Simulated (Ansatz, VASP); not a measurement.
## InSe in VASP and in Ansatz

File INCAR:

```
ALGO = Normal
EDIFF = 1E-7
ENCUT = 520
GGA = PS
ISIF = 2
ISMEAR = 0
LASPH = True
LCHARG = False
LREAL = False
LUSENCCL = False
LWAVE = False
NBANDS = 48
NELM = 100
PREC = Accurate
SIGMA = 0.05
```

KPOINTS

```
k-points
0
Gamma
  12 12 2
```

File POSCAR:

```
InSe
1.0
    4.0473293151      0.0000000000      0.0000000000
   -2.0236646576      3.5050900044      0.0000000000
    0.0000000000      0.0000000000     18.0520649100
In Se
4 4
Direct
    0.0000000000      1.0000000000      0.5773936800
    0.0000000000      1.0000000000      0.4226063200
    0.3333333333      0.6666666667      0.9226095100
    0.3333333333      0.6666666667      0.0773904900
    0.6666666667      0.3333333333      0.8530000700
    0.6666666667      0.3333333333      0.1469999300
    0.3333333333      0.6666666667      0.6470157200
    0.3333333333      0.6666666667      0.3529842800
```

Input for Ansatz:

```yaml
crystal:
  lattice:
    - [4.0473293151, 0.0, 0.0]
    - [-2.0236646576, 3.5050900044, 0.0]
    - [0.0, 0.0, 18.05206491]
  atoms:
    - { symbol: In, position: [0.0, 1.0, 0.57739368] }
    - { symbol: In, position: [0.0, 1.0, 0.42260632] }
    - { symbol: In, position: [0.3333333333, 0.6666666667, 0.92260951] }
    - { symbol: In, position: [0.3333333333, 0.6666666667, 0.07739049] }
    - { symbol: Se, position: [0.6666666667, 0.3333333333, 0.85300007] }
    - { symbol: Se, position: [0.6666666667, 0.3333333333, 0.14699993] }
    - { symbol: Se, position: [0.3333333333, 0.6666666667, 0.64701572] }
    - { symbol: Se, position: [0.3333333333, 0.6666666667, 0.35298428] }
basis:
  ecutwfc: 420
kpoints:
  mp_grid: { grid: [12, 12, 2] }
hamiltonian:
  xc: pbesol
scf:
  occupations: { method: gaussian, width: 0.05 }
output:
  forces: true
  stress: true
  eigenvalues: true
```

Measurements of this composition are mostly on another form, of space group No. 160.

Alike in both runs: task single point; functional PBEsol; k mesh 12 × 12 × 2; occupations gaussian, width 0.05 eV; no spin polarisation.

|  | VASP | Ansatz |
| --- | --- | --- |
| version | VASP 6.6.1 | Ansatz 0.2.0 |
| potentials or method | VASP PAW PBE potentials, release 64 (In_d, Se) | scalar-relativistic, plane waves, PAW |
| plane-wave cutoff (eV) | 520 | 420 |
| valence electrons in the cell | 76 | 116 |

```tsv
	VASP	Ansatz	Ansatz less VASP
gap on the k mesh at the Fermi level (eV)	0.63	0.64	+0.011
least direct gap on the mesh (eV)	0.63	0.64	+0.011
pressure (GPa)	-0.7	-0.8	-0.05
largest component of the traceless stress (GPa)	0.24	0.25	+0.011
rms of the force components (eV/Å)	0.035	0.025	-0.0100
```

Atom by atom the forces differ by 0.011 eV/Å (rms over components). The functional is the same, so the differences come from potentials, cutoffs and numerics. The two sets of potentials don't hold the same shells in valence.

Caveats: the PAW data sets were made with another functional, which shifts forces and pressure a little (VASP); spin-orbit coupling is left out, which moves the levels of the heavy elements; this functional lacks dispersion, which binds the layers, so the pressure and a relaxed spacing across them are unreliable. A hybrid or GW would open this gap; PBEsol tends to underestimate it. A k mesh can miss the band edges.
